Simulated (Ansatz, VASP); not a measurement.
# TePb in two plane-wave programs, part 2 of 2

One calculation is typed for both programs; each brings its own data sets and cutoff. How far apart do they land?

VASP 6.6.1 and Ansatz 0.2.0.

So far: Set-up; VASP: single point, LDA.

## 3. Ansatz: single point, LDA

Level of this step: Ansatz beside VASP: Kohn-Sham DFT, plane waves, LDA (Ansatz).

Ansatz runs on its default PAW (the set named soft_2) files.

The same cell, functional (in two slightly different forms), mesh and smearing now go to Ansatz, which takes its cutoff from its data sets.

Contents of input.yaml:

```yaml
crystal:
  lattice:
    - [0.0, 6.462, 6.462]
    - [6.462, 0.0, 6.462]
    - [6.462, 6.462, 0.0]
  atoms:
    - { symbol: Pb, position: [0.0, 0.0, 0.0] }
    - { symbol: Pb, position: [0.0, 0.0, 0.5] }
    - { symbol: Pb, position: [0.0, 0.5, 0.0] }
    - { symbol: Pb, position: [0.0, 0.5, 0.5] }
    - { symbol: Pb, position: [0.5, 0.0, 0.0] }
    - { symbol: Pb, position: [0.5, 0.0, 0.5] }
    - { symbol: Pb, position: [0.5, 0.5, 0.0] }
    - { symbol: Pb, position: [0.5, 0.5, 0.5] }
    - { symbol: Te, position: [0.25, 0.25, 0.25] }
    - { symbol: Te, position: [0.25, 0.25, 0.75] }
    - { symbol: Te, position: [0.25, 0.75, 0.25] }
    - { symbol: Te, position: [0.25, 0.75, 0.75] }
    - { symbol: Te, position: [0.75, 0.25, 0.25] }
    - { symbol: Te, position: [0.75, 0.25, 0.75] }
    - { symbol: Te, position: [0.75, 0.75, 0.25] }
    - { symbol: Te, position: [0.75, 0.75, 0.75] }
hamiltonian:
  xc: lda
  pseudopotentials: { kind: paw }
kpoints:
  mp_grid: { grid: [2, 2, 2] }
scf:
  occupations: { method: gaussian, width: 0.05 }
  n_extra_bands: 8
output:
  forces: true
  stress: true
  eigenvalues: true
```

Command:

```sh
> ansatz run input.yaml --threads 4 --pin off --max-ram 9216MiB --backend cpu --events-out ev --progress --plain --runs-dir out
```

Numbers of over 12 decimals in the logs are rounded to 6 here.

Log:

```text
scf.n_extra_bands = 8 over 120 filled bands (N_el = 240.0): the run solves 128 bands
Engine: ansatz 0.2.0, aarch64-unknown-linux-gnu
Pseudopotentials: kind: paw
Pseudopotential: Pb, paw, valence charge 14, recommended cutoff 420 eV (normal), Pb.paw.azcp
Pseudopotential: Te, paw, valence charge 16, recommended cutoff 420 eV (normal), Te.paw.azcp
Functional definition: SPW92
  exchange = slater_x
  correlation = pw_c
Crystal: 16 atoms, lattice volume = 539.673 Å³
Basis set: ecut = 420 eV, 10489 PW (Γ)
Bands: 128, of which v1, the nominal top of the filled ones, is band 120 counted from 1 (119 counted from 0)
Symmetry: 384 space group operations
Space group: Fm-3m (ITA 225), of the structure as read, at distance tolerance 8.1e-5 Å
k-points: 3 of 8
Non-local potential: Pb, projectors of the file, l = 0: 2, l = 1: 2, l = 2: 2, l = 3: 2
Non-local potential: Te, projectors of the file, l = 0: 2, l = 1: 2, l = 2: 2, l = 3: 2
PAW form: soft (Blöchl's): semilocal exchange-correlation on the pseudo side does not see the compensation charge
PAW frozen core: Pb, regenerated for the run's functional, and the local potential with it (the file was generated under x = pbe(κ = 0.804, μ = 0.219515), c = pbe(β = 0.066725))
PAW frozen core: Te, regenerated for the run's functional, and the local potential with it (the file was generated under x = pbe(κ = 0.804, μ = 0.219515), c = pbe(β = 0.066725))
PAW one-centre angular grid: Pb, 590 points (default); XC on 64 Gauss nodes
PAW one-centre angular grid: Te, 590 points (default); XC on 64 Gauss nodes
Initial density: superposition of atomic densities (neutral atoms: chi_scale 0, normalization atom), corrected by the library's trained network
Initial wavefunctions: pseudopotential atomic-orbital guess
Functional: x = slater, c = lda
SCF iter   1: F=—  HF=-147442.011131 eV  |F-HF|=—  |Δ(HF+E_count)|=         —  Δρ=4.27e-3  dr2=5.85e-2  ethr=1.77e-3  ⟨swp⟩=6.0  Hψ=1624  notcnv=0
preconditioner: auto → Resta (q_TF=auto, 2.384 Å⁻¹)  ε∞=3.5  [insulator: Δε(μ)=0.638 eV  Ē_g=12.709 eV  σ=0.050 eV  W_gap=1.00  n_scr=136 (ndim 8)  ℏωp=20.2 eV  f_vac=0.014  D(μ)=0.00/eV (n_scr^D=0)  ε∞_Penn≈3.5]
SCF iter   2: F=—  HF=-147441.987007 eV  |F-HF|=—  |Δ(HF+E_count)|=   2.41e-2  Δρ=2.17e-3  dr2=1.29e-2  ethr=2.44e-5  ⟨swp⟩=3.0  Hψ=740  notcnv=0
SCF iter   3: F=—  HF=-147441.983901 eV  |F-HF|=—  |Δ(HF+E_count)|=   3.11e-3  Δρ=3.12e-4  dr2=5.10e-4  ethr=5.37e-6  ⟨swp⟩=2.0  Hψ=708  notcnv=0
SCF iter   4: F=—  HF=-147441.983738 eV  |F-HF|=—  |Δ(HF+E_count)|=   1.63e-4  Δρ=1.24e-4  dr2=8.73e-5  ethr=2.13e-7  ⟨swp⟩=2.0  Hψ=738  notcnv=0
SCF iter   5: F=—  HF=-147441.983296 eV  |F-HF|=—  |Δ(HF+E_count)|=   4.42e-4  Δρ=4.63e-5  dr2=8.04e-6  ethr=3.64e-8  ⟨swp⟩=2.0  Hψ=495  notcnv=0
SCF iter   6: F=—  HF=-147441.983296 eV  |F-HF|=—  |Δ(HF+E_count)|=   5.82e-7  Δρ=9.30e-6  dr2=4.28e-7  ethr=3.35e-9  ⟨swp⟩=2.3  Hψ=525  notcnv=0
SCF iter   7: F=-147441.983296 eV  HF=-147441.983296 eV  |F-HF|=6.40e-10  |Δ(HF+E_count)|=   1.84e-7  Δρ=1.56e-6  dr2=1.70e-8  ethr=4.17e-11  ⟨swp⟩=10.0  Hψ=1971  notcnv=0
SCF 1 converged in 7 iterations: F = -147441.983296 eV  dr2 = 1.70e-8
  greatest PAW one-centre occupation: 0.999 electrons in one spin orbital (limit 2), on the Te atom at site 15 (counted from 0), in its partial waves of l = 2
SCF converged after 7 iterations
Free energy (F): -147441.983296 eV
Harris-Foulkes:  -147441.983296 eV  (|F-HF|=6.40e-10)
Internal energy: -147441.983296 eV  (E = F + TS)
E sigma→0 (E₀):  -147441.983296 eV
Fermi energy:    8.663593 eV
--- Per-component energies (eV) ---
  E_band       = -2601.559441
  E_kinetic    = 3758.804529
  E_local      = -19170.663794  (includes V_loc(G=0)·N_el)
  E_nonlocal   = 395.048519
  E_hartree    = 10030.088944
  E_xc         = -2746.701660
  E_vxc        = -1909.870602  (∫ρ·V_xc dr)
  E_paw        = -116890.012805  (= ΣΔE_a)
  E_vpaw       = -5735.069920  (= ΣTr[D̂ρ^β])
  E_aug_tail   = -0.001294  (compensation charges beyond the density's cutoff)
  E_ewald      = -22823.353316
  E_core_change = 4.807581  (= ΣΔE_core)
  E_smearing   = -0.000000  (= −TS)
  E_closure    = 0.000000  (closes the sum)
  Σ components = -147441.983296   (vs F -147441.983296, Δ=0.00e0)
--- Forces (eV/Å), atoms counted from 1 ---
  atom   1  Pb    -0.00000000    -0.00000000     0.00000000
  atom   2  Pb    -0.00000000     0.00000000     0.00000000
  atom   3  Pb    -0.00000000     0.00000000     0.00000000
  atom   4  Pb     0.00000000    -0.00000000     0.00000000
  atom   5  Pb    -0.00000000     0.00000000     0.00000000
  atom   6  Pb    -0.00000000    -0.00000000     0.00000000
  atom   7  Pb    -0.00000000     0.00000000     0.00000000
  atom   8  Pb    -0.00000000    -0.00000000     0.00000000
  atom   9  Te    -0.00000000    -0.00000000    -0.00000000
  atom  10  Te    -0.00000000    -0.00000000     0.00000000
  atom  11  Te    -0.00000000    -0.00000000    -0.00000000
  atom  12  Te    -0.00000000    -0.00000000    -0.00000000
  atom  13  Te    -0.00000000    -0.00000000     0.00000000
  atom  14  Te    -0.00000000    -0.00000000     0.00000000
  atom  15  Te    -0.00000000    -0.00000000     0.00000000
  atom  16  Te    -0.00000000    -0.00000000     0.00000000
  max |Σ_I F_I| component: 2.29e-23 eV/Å
--- Stress (GPa, compression-positive) ---
       -1.712332       0.000000       0.000000
       -0.000000      -1.712332      -0.000000
       -0.000000      -0.000000      -1.712332
  P = ⅓ Tr σ = -1.7123 GPa (-17.123 kbar)
--- Band table (eV) ---
  k-point 0: bands = [... 116 lower, 8.3383, 8.3383, 8.3383, 8.3383, 8.9889, 8.9889, 8.9889, 8.9889, ... 4 higher]
  k-point 1: bands = [... 116 lower, 7.1909, 7.1909, 7.6791, 7.6791, 10.3969, 10.3969, 10.7556, 10.7556, ... 4 higher]
  k-point 2: bands = [... 116 lower, 7.7137, 7.7137, 8.0124, 8.0124, 9.9457, 9.9457, 9.9556, 9.9556, ... 4 higher]
```

It took 7.5 s on 4 threads of Arm Neoverse V1, shared host; peak memory 1.2 GiB.

In the SCF lines HF is the Harris–Foulkes energy and dr2 the Hartree energy of the density residual, in eV; the loop may stop once dr2 is under the threshold and the program's other checks hold. Hψ counts applications of the Hamiltonian.

The run ends at a pressure of -1.71 GPa.

## 4. Differences

Known differences besides the potentials themselves: the two LDA forms differ slightly; the data sets hold 240 valence electrons in Ansatz (default PAW (the set named soft_2) files) and 160 in VASP; the cutoff is 420 eV in Ansatz and 400 eV in VASP; Ansatz makes its cores anew for this functional, VASP keeps those of its PBE data sets; VASP's log shows a relativistic correction to its local exchange, Ansatz's none. Total energies have different zeros and are not compared.

Compared:

```tsv
quantity	Ansatz	VASP	difference
pressure (GPa)	-1.71	-1.55	-0.17
gap on the k mesh (eV)	0.651	0.635	+0.015
```

A gap on the mesh is an upper bound, since the band edges may lie between its points; neither run holds spin-orbit coupling, which can move the band edges of a compound of Pb.

## 5. What came out

| Property | Result |
| --- | --- |
| difference in gap on the k mesh (single point, LDA) | 0.015 eV |

What this shows: The difference in gap on the k mesh is 0.015 eV (single point, LDA), within the 0.08 eV picked in this series as the mark of a large difference. How closely two codes agree says nothing of how well the functional describes the real material.

[Lines on the potential files, build, host, timing and source positions are cut from VASP's logs without a mark.]

[Logs are printed without paths, hosts, clocks, repeated set-up lines and the standing remarks that a program may print on its own settings, such as how far it seeks lower states.]

[Hosts, paths, dates, database ids (printed as entryN), source tags and the programs' standing remarks are cut or masked in the printed files.]
